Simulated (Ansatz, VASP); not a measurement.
**Two plane-wave programs on Ti**

```
Ti
1.0
     0.00000    2.12149    2.12149
     2.12149    0.00000    2.12149
     2.12149    2.12149    0.00000
Ti
1
Direct
  0.00000 0.00000 0.00000
```

Alike in both runs: task single point; functional r2SCAN; k mesh 18 × 18 × 18; occupations gaussian, width 0.1 eV; no spin polarisation.

|  | VASP | Ansatz |
| --- | --- | --- |
| version | VASP 6.6.1 | Ansatz 0.2.0 |
| potentials or method | VASP PAW PBE potentials, release 64 (Ti_sv) | scalar-relativistic, plane waves, PAW |
| plane-wave cutoff (eV) | 520 | 500 |
| valence electrons in the cell | 12 | 12 |

VASP gave:

| Item | Value |
| --- | --- |
| gap on the k mesh at the Fermi level (eV) | none |
| pressure (GPa) | -8.8 |

Task: Estimate Ansatz's values.

Result: gap on the k mesh at the Fermi level (eV): none; pressure (GPa): -9.1.

A gap of «none» marks a metal or a gap that the smearing closes.

Caveats: the PAW data sets were made with another functional, which shifts forces and pressure a little (VASP).
